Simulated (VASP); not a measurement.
# KF (Fm-3m) in VASP: a series of runs, part 2 of 2

VASP 6.6.1. Earlier steps stand in the parts before.

## (3) Single point, LDA

Input file INCAR:

```
  PREC = Accurate
  ENCUT = 520
  EDIFF = 1E-6
  ISMEAR = 0
  SIGMA = 0.05
  LREAL = F
  LASPH = T
  NELM = 100
  ALGO = Normal
  ISIF = 2
  LWAVE = F
  LCHARG = F
  NBANDS = 15
```

Input file KPOINTS:

```
Automatic mesh
0
Gamma
  8 8 8
```

Input file POSCAR:

```
KF
1.0
    0.0000000000      2.5817196783      2.5817196783
    2.5817196783      0.0000000000      2.5817196783
    2.5817196783      2.5817196783      0.0000000000
K F
1 1
Direct
    0.0000000000      0.0000000000      0.0000000000
    0.5000000000      0.5000000000      0.5000000000
```

Potentials or basis: VASP PAW LDA potentials, release 64 (K_sv, F).

On the command line:

```console
cat potpaw_LDA.64/K_sv/POTCAR potpaw_LDA.64/F/POTCAR > POTCAR
mpirun -np 1 vasp_std > vasp.out
```

OUTCAR:

```text
PREC = Accurate
   ENCUT = 520
   EDIFF = 1E-6
   ISMEAR = 0
   LREAL = F
   LASPH = T
   NELM = 100
   ISIF = 2

 ion  position               nearest neighbor table
   1  0.000  0.000  0.000-   2 2.58   2 2.58   2 2.58   2 2.58   2 2.58   2 2.58
   2  0.500  0.500  0.500-   1 2.58   1 2.58   1 2.58   1 2.58   1 2.58   1 2.58

  LATTYP: Found a face centered cubic cell.
 ALAT       =     5.1634393566

  Lattice vectors:

 A1 = (   0.0000000000,   2.5817196783,   2.5817196783)
 A2 = (   2.5817196783,   0.0000000000,   2.5817196783)
 A3 = (   2.5817196783,   2.5817196783,   0.0000000000)

Analysis of symmetry for initial positions (statically):
=====================================================================
 Subroutine PRICEL returns:
 Original cell was already a primitive cell.

 Routine SETGRP: Setting up the symmetry group for a
 face centered cubic supercell.

 Subroutine GETGRP returns: Found 48 space group operations
 (whereof 48 operations were pure point group operations)
 out of a pool of 48 trial point group operations.

The static configuration has the point symmetry O_h .

Analysis of symmetry for dynamics (positions and initial velocities):
[... 174 lines left out ...]
      6      -2.9268      2.00000
      7      -2.9268      2.00000
      8      -2.9268      2.00000
      9       3.4176      0.00000
     10       7.8495      0.00000
     11       7.8495      0.00000
     12       7.8495      0.00000
     13       9.7337      0.00000
     14       9.7337      0.00000
[... 401 lines left out ...]
      2     -21.3350      2.00000
      3     -12.1351      2.00000
      4     -12.0069      2.00000
      5     -11.7760      2.00000
      6      -3.6114      2.00000
      7      -3.2666      2.00000
      8      -3.2181      2.00000
      9       6.5764      0.00000
     10       7.3370      0.00000
     11       9.2186      0.00000
     12      10.2541      0.00000
     13      11.7012      0.00000
     14      12.8524      0.00000
     15      13.2190      0.00000

 [... further k-points ...]

------------------------ aborting loop because EDIFF is reached ----------------------------------------

  FORCE on cell =-STRESS in cart. coord.  units (eV):
  Direction    XX          YY          ZZ          XY          YZ          ZX
  --------------------------------------------------------------------------------------
  -------------------------------------------------------------------------------------
  Total        0.0456973      0.0456973      0.0456973     -0.0000000      0.0000000      0.0000000
  in kB        2.1273754      2.1273754      2.1273754     -0.0000000      0.0000000      0.0000000
  external PRESSURE =       2.1273754 kB  Pullay stress =       0.0000000 kB

 VOLUME and BASIS-vectors are now :
 -----------------------------------------------------------------------------
  energy-cutoff  :      520.00
  volume of cell :       34.42
      direct lattice vectors                 reciprocal lattice vectors
     0.000000000  2.581719678  2.581719678    -0.193669361  0.193669361  0.193669361
     2.581719678  0.000000000  2.581719678     0.193669361 -0.193669361  0.193669361
     2.581719678  2.581719678  0.000000000     0.193669361  0.193669361 -0.193669361

 POSITION                                       TOTAL-FORCE (eV/Angst)
 -----------------------------------------------------------------------------------
      0.00000      0.00000      0.00000         0.000000      0.000000     -0.000000
      2.58172      2.58172      2.58172        -0.000000     -0.000000      0.000000
 -----------------------------------------------------------------------------------
    total drift:                                0.000000      0.000000      0.000000

  FREE ENERGIE OF THE ION-ELECTRON SYSTEM (eV)
  ---------------------------------------------------
  free  energy   TOTEN  =        -9.0715007277 eV

  energy  without entropy=       -9.0715007276  energy(sigma->0) =       -9.07150073
```

OSZICAR:

```text
N       E                     dE             d eps       ncg     rms          rms(c)
DAV:   1     0.120385387696E+03    0.12039E+03   -0.84387E+03   870   0.106E+03
DAV:   2    -0.509314869801E+01   -0.12548E+03   -0.11096E+03  1089   0.293E+02
DAV:   3    -0.101252720278E+02   -0.50321E+01   -0.50038E+01  1174   0.545E+01
DAV:   4    -0.102501991371E+02   -0.12493E+00   -0.12491E+00  1103   0.829E+00
DAV:   5    -0.102524798401E+02   -0.22807E-02   -0.22807E-02  1202   0.861E-01    0.634E+00
DAV:   6    -0.914409846878E+01    0.11084E+01   -0.30461E+00   920   0.157E+01    0.479E+00
DAV:   7    -0.909711417508E+01    0.46984E-01   -0.75156E-02  1094   0.220E+00    0.284E+00
DAV:   8    -0.907146159390E+01    0.25653E-01   -0.45341E-02  1045   0.210E+00    0.215E-01
DAV:   9    -0.907141084152E+01    0.50752E-04   -0.30879E-03  1024   0.476E-01    0.979E-02
DAV:  10    -0.907150218490E+01   -0.91343E-04   -0.27683E-04  1147   0.183E-01    0.449E-02
DAV:  11    -0.907149772351E+01    0.44614E-05   -0.36787E-05  1173   0.725E-02    0.138E-02
DAV:  12    -0.907150061782E+01   -0.28943E-05   -0.33741E-06   957   0.200E-02    0.175E-03
DAV:  13    -0.907150072765E+01   -0.10983E-06   -0.37270E-07   764   0.576E-03
   1 F= -.90715007E+01 E0= -.90715007E+01  d E =-.322513E-11
```

stdout:

```text
POSCAR found type information on POSCAR K F
 POSCAR found :  2 types and       2 ions
 scaLAPACK will be used
 LDA part: xc-table for (Slater(with rela. corr.)+CA(PZ))
 , standard interpolation
 POSCAR, INCAR and KPOINTS ok, starting setup
 FFT: planning ... GRIDC
 FFT: planning ... GRID_SOFT
 FFT: planning ... GRID
 WAVECAR not read
 entering main loop
```

Wall time 8.2 s (1 thread of Intel Xeon Platinum 8488C (Sapphire Rapids), shared host); peak memory 0.14 GiB.

Results:

- Free energy: -9.0715 eV
- Pressure: 0.2 GPa
- Band gap on the k mesh: 6.34 eV, direct

A k mesh can miss the band edges.

## (4) Single point, LDA

Input file INCAR:

```
  PREC = Accurate
  ENCUT = 520
  EDIFF = 1E-6
  ISMEAR = 0
  SIGMA = 0.02
  LREAL = False
  LASPH = True
  NELM = 60
  ALGO = Normal
  ISIF = 2
  LWAVE = False
  LCHARG = True
  GGA = CA
  LELF = True
  LVHAR = True
  NBANDS = 15
```

KPOINTS is that of step 3.

POSCAR is that of step 3.

On the command line:

```console
cat potpaw_LDA.64/K_sv/POTCAR potpaw_LDA.64/F/POTCAR > POTCAR
mpirun -np 1 vasp_std > vasp.out
```

Run time: 8.7 s. Hardware: 1 thread of Intel Xeon Platinum 8488C (Sapphire Rapids), shared host; peak memory 0.14 GiB.

It converged, with:

- Free energy: -9.0715 eV
- Pressure: 0.2 GPa
- Band gap on the k mesh: 6.34 eV, direct

Levels at points of the mesh, in eV from the valence-band top:
```
           k point  band 5  band 6  band 7  band 8  band 9  band 10  band 11  band 12
(0.00, 0.00, 0.00)   -8.76    0.00    0.00    0.00    6.34    10.78    10.78    10.78
(0.50, 0.00, 0.00)   -8.80   -0.97   -0.47   -0.47    9.20    10.99    12.46    12.46
(0.50, 0.50, 0.00)   -9.07   -0.14   -0.02   -0.02    7.95    10.71    12.23    14.13
```

A k mesh can miss the band edges. LDA gaps usually lie below the measured ones, often by a third to a half.

## (5) Relaxation of cell and atoms, LDA

This run uses another cell than the first one, of 19.11 Å³/atom, 1.110 times its volume.

Input file INCAR:

```
PREC = Accurate
ENCUT = 600
EDIFF = 1E-7
ISMEAR = 0
SIGMA = 0.02
LREAL = False
LASPH = True
NELM = 80
ALGO = Normal
ISIF = 3
LWAVE = False
LCHARG = False
GGA = CA
IBRION = 2
NSW = 100
EDIFFG = -0.005
```

Input file KPOINTS:

```
regular mesh
0
Gamma
  8 8 8
```

Input file POSCAR:

```
KF
1.0
    0.0000000000      2.6735000000      2.6735000000
    2.6735000000      0.0000000000      2.6735000000
    2.6735000000      2.6735000000      0.0000000000
K F
1 1
Direct
    0.0000000000      0.0000000000      0.0000000000
    0.5000000000      0.5000000000      0.5000000000
```

Potentials or basis: VASP PAW LDA potentials, release 64 (K_sv, F).

On the command line:

```console
cat potpaw_LDA.64/K_sv/POTCAR potpaw_LDA.64/F/POTCAR > POTCAR
mpirun -np 1 vasp_std > vasp.out
```

OUTCAR:

```text
PREC = Accurate
   ENCUT = 600
   EDIFF = 1E-7
   ISMEAR = 0
   LREAL = False
   LASPH = True
   NELM = 80
   ISIF = 3
   GGA = CA
   IBRION = 2
   NSW = 100
   EDIFFG = -0.005

 ion  position               nearest neighbor table
   1  0.000  0.000  0.000-   2 2.67   2 2.67   2 2.67   2 2.67   2 2.67   2 2.67
   2  0.500  0.500  0.500-   1 2.67   1 2.67   1 2.67   1 2.67   1 2.67   1 2.67

  LATTYP: Found a face centered cubic cell.
 ALAT       =     5.3470000000

  Lattice vectors:

 A1 = (   0.0000000000,   2.6735000000,   2.6735000000)
 A2 = (   2.6735000000,   0.0000000000,   2.6735000000)
 A3 = (   2.6735000000,   2.6735000000,   0.0000000000)

Analysis of symmetry for initial positions (statically):
=====================================================================
 Subroutine PRICEL returns:
 Original cell was already a primitive cell.

 Routine SETGRP: Setting up the symmetry group for a
 face centered cubic supercell.

 Subroutine GETGRP returns: Found 48 space group operations
 (whereof 48 operations were pure point group operations)
 out of a pool of 48 trial point group operations.

The static configuration has the point symmetry O_h .

Analysis of symmetry for dynamics (positions and initial velocities):
=====================================================================
 Subroutine PRICEL returns:
 Original cell was already a primitive cell.

 Routine SETGRP: Setting up the symmetry group for a
 face centered cubic supercell.

 Subroutine GETGRP returns: Found 48 space group operations
 (whereof 48 operations were pure point group operations)
 out of a pool of 48 trial point group operations.

The dynamic configuration has the point symmetry O_h .

 Subroutine INISYM returns: Found 48 space group operations
 (whereof 48 operations are pure point group operations),
 and found     1 'primitive' translations

----------------------------------------------------------------------------------------

                                     Primitive cell

  volume of cell :      38.2182

  direct lattice vectors                    reciprocal lattice vectors
     0.000000000  2.673500000  2.673500000    -0.187020759  0.187020759  0.187020759
     2.673500000  0.000000000  2.673500000     0.187020759 -0.187020759  0.187020759
     2.673500000  2.673500000  0.000000000     0.187020759  0.187020759 -0.187020759

  length of vectors
     3.780899959  3.780899959  3.780899959     0.323929457  0.323929457  0.323929457

  position of ions in fractional coordinates (direct lattice)
     0.000000000  0.000000000  0.000000000
     0.500000000  0.500000000  0.500000000

  ion indices of the primitive-cell ions
   primitive index   ion index
                 1           1
                 2           2

----------------------------------------------------------------------------------------

 KPOINTS: regular mesh

Automatic generation of k-mesh.
 Grid dimensions read from file:
 generate k-points for:    8    8    8

 Generating k-lattice:

  Cartesian coordinates                     Fractional coordinates (reciprocal lattice)
    -0.023377595  0.023377595  0.023377595     0.125000000  0.000000000  0.000000000
     0.023377595 -0.023377595  0.023377595     0.000000000  0.125000000  0.000000000
[... 54 lines left out ...]
   LSORBIT =      F    spin-orbit coupling
   LASPH  =      T    aspherical Exc in radial PAW
   ENCUT  =  600.0 eV  44.10 Ry    6.64 a.u.   7.55  7.55  7.55*2*pi/ulx,y,z
   NELM   =     80;   NELMIN=  2; NELMDL= -5     # of ELM steps
   EDIFF  = 0.1E-06   stopping-criterion for ELM
   LREAL  =      F    real-space projection
   EDIFFG = -.5E-02   stopping-criterion for IOM
   NSW    =    100    number of steps for IOM
   IBRION =      2    ionic relax: 0-MD 1-quasi-New 2-CG
   NFREE  =      1    steps in history (QN), initial steepest desc. (CG)
   ISIF   =      3    stress and relaxation
   ISYM   =      2    0-nonsym 1-usesym 2-fastsym
   POTIM  = 0.5000    time-step for ionic-motion
   TEBEG  =    0.0;   TEEND  =   0.0 temperature during run
   PSTRESS=    0.0 pullay stress
   NELECT =      16.0000    total number of electrons
   NUPDOWN=      -1.0000    fix difference up-down
   EMIN   =  10.00;   EMAX   =-10.00  energy-range for DOS
   EFERMI =   0.00;   METHOD = LEGACY
   ISMEAR =     0;   SIGMA  =   0.02  broadening in eV -4-tet -1-fermi 0-gaus
   EFERMI_NEDOS =   21; number of points for ismear=-14 and -15
   IALGO  =     38    algorithm
   IMIX   =      4    mixing-type and parameters
     AMIX     =   0.40;   BMIX     =  1.00
     AMIX_MAG =   1.60;   BMIX_MAG =  1.00
  volume/ion in A,a.u.               =      19.11       128.95
  Fermi-wavevector in a.u.,A,eV,Ry     =   1.224686  2.314320 20.406766  1.499855
  Thomas-Fermi vector in A             =   2.359751
   LORBIT       =      0    0 simple, 1 ext, 2 COOP (PROOUT), +10 PAW based schemes
   GGA     = CA    functional components
   LHFCALC =     F    Hartree Fock is set to
   AEXX    =    0.0000 exact exchange contribution
   IVDW    =     0    specifies the selected vdW correction
   LEPSILON=     F    determine dielectric tensor
   LRPA    =     F    only Hartree local field effects (RPA)
 conjugate gradient relaxation of ions
 non-spin polarized calculation
 Gauss-broadening in eV      SIGMA  =   0.02
  energy-cutoff  :      600.00
  volume of cell :       38.22
 maximum number of plane-waves:      1298
   NGX = 15   NGY = 15   NGZ = 15

--------------------------------------- Ionic step        1  -------------------------------------------

 number of electron      15.9999996 magnetization

 Free energy of the ion-electron system (eV)
  ---------------------------------------------------
  ext. energy  EPLUGINS =         0.00000000
  ---------------------------------------------------
  free energy    TOTEN  =        -9.03457287 eV

  energy without entropy =       -9.03457287  energy(sigma->0) =       -9.03457287

------------------------ aborting loop because EDIFF is reached ----------------------------------------

  FORCE on cell =-STRESS in cart. coord.  units (eV):
  Direction    XX          YY          ZZ          XY          YZ          ZX
  --------------------------------------------------------------------------------------
  -------------------------------------------------------------------------------------
  Total       -0.8318576     -0.8318576     -0.8318576     -0.0000000      0.0000000      0.0000000
  in kB      -34.8729763    -34.8729763    -34.8729763     -0.0000000      0.0000000      0.0000000
  external PRESSURE =     -34.8729763 kB  Pullay stress =       0.0000000 kB
[... 95 lines left out ...]
--------------------------------------- Ionic step        4  -------------------------------------------

 number of electron      16.0000002 magnetization

 Free energy of the ion-electron system (eV)
  ---------------------------------------------------
  ext. energy  EPLUGINS =         0.00000000
  ---------------------------------------------------
  free energy    TOTEN  =        -9.07973930 eV

  energy without entropy =       -9.07973930  energy(sigma->0) =       -9.07973930

 E-fermi :  -2.8473     XC(G=0):  -9.6010

 val. band max:       -2.9370010167   @ k =   0.0000   0.0000   0.0000
 cond. band min:       3.3988902023   @ k =   0.0000   0.0000   0.0000
 fundamental gap:      6.3358912189
 Fermi energy:        -2.8472844274

 k-point     1 :       0.0000    0.0000    0.0000
  band No.  band energies     occupation
      1     -28.3207      2.00000
      2     -21.2045      2.00000
      3     -11.6978      2.00000
      4     -11.6978      2.00000
      5     -11.6978      2.00000
      6      -2.9370      2.00000
      7      -2.9370      2.00000
      8      -2.9370      2.00000
      9       3.3989      0.00000
     10       7.8374      0.00000
     11       7.8374      0.00000
     12       7.8374      0.00000
[... 331 lines left out ...]
 k-point    24 :      -0.3750    0.2500    0.1250
  band No.  band energies     occupation
      1     -28.1329      2.00000
      2     -21.3411      2.00000
      3     -12.1474      2.00000
      4     -12.0195      2.00000
      5     -11.7904      2.00000
      6      -3.6194      2.00000
      7      -3.2758      2.00000
      8      -3.2278      2.00000
      9       6.5608      0.00000
     10       7.3200      0.00000
     11       9.1982      0.00000
     12      10.2352      0.00000

 [... further k-points ...]

------------------------ aborting loop because EDIFF is reached ----------------------------------------

  FORCE on cell =-STRESS in cart. coord.  units (eV):
  Direction    XX          YY          ZZ          XY          YZ          ZX
  --------------------------------------------------------------------------------------
  -------------------------------------------------------------------------------------
  Total        0.0019899      0.0019899      0.0019899      0.0000000      0.0000000      0.0000000
  in kB        0.0924482      0.0924482      0.0924482      0.0000000      0.0000000      0.0000000
  external PRESSURE =       0.0924482 kB  Pullay stress =       0.0000000 kB
[... 17 lines left out ...]
  FREE ENERGIE OF THE ION-ELECTRON SYSTEM (eV)
  ---------------------------------------------------
  free  energy   TOTEN  =        -9.0797392989 eV

  energy  without entropy=       -9.0797392989  energy(sigma->0) =       -9.07973930

 reached required accuracy - stopping structural energy minimisation
```

It took 27 s on 1 thread of Intel Xeon Platinum 8488C (Sapphire Rapids), shared host; peak memory 0.17 GiB.

What came out:

```yaml
Free_energy: -9.0797 eV
Relaxed_volume: 17.24 Å³/atom
Relaxed_cell: a = 3.654 Å, b = 3.654 Å, c = 3.654 Å, α = 60.00°, β = 60.00°, γ = 60.00°
Space_group_after_relaxing_to_0.05_Å: Fm-3m (No. 225)
Energy_gained_by_relaxing: 22.6 meV/atom
Ionic_steps: 4
Pressure_after_relaxing: 0.0 GPa
Band_gap_on_the_k_mesh: 6.34 eV, direct
```

The path:
```
step  energy change (eV)  largest force (eV/Å)  pressure (GPa)  volume (Å³)
   1              0.0000                0.0000           -3.49        38.22
   2             -0.0372                0.0000           -1.67        35.96
   3             -0.0451                0.0000           -0.13        34.59
   4             -0.0452                0.0000            0.01        34.49
```

Final structure:
```cif
data_structure
_symmetry_space_group_name_H-M 'P 1'
_symmetry_Int_Tables_number 1
_cell_length_a 3.6536
_cell_length_b 3.6536
_cell_length_c 3.6536
_cell_angle_alpha 60.000
_cell_angle_beta 60.000
_cell_angle_gamma 60.000
_cell_volume 34.49
loop_
_atom_site_label
_atom_site_type_symbol
_atom_site_fract_x
_atom_site_fract_y
_atom_site_fract_z
_atom_site_occupancy
K1 K 0.00000 0.00000 0.00000 1
F1 F 0.50000 0.50000 0.50000 1
```

A k mesh can miss the band edges. LDA usually gives volumes a few per cent too small.

## (6) The runs side by side

```tsv
task	cell	cutoff (eV)	smearing	gap on the mesh (eV)	pressure (GPa)
single point	Fm-3m, 17.21 Å³/atom	520	gaussian 0.05 eV	6.34	0.2
single point	Fm-3m, 17.21 Å³/atom	520	gaussian 0.02 eV	6.34	0.2
relaxation of cell and atoms	relaxed	600	gaussian 0.02 eV	6.34	0.0
```

Alike in all rows: level LDA; potentials or basis VASP PAW LDA potentials, release 64 (K_sv, F); no spin polarisation; k mesh 8 × 8 × 8.

Absolute energies hang on the potentials; compare differences alone.
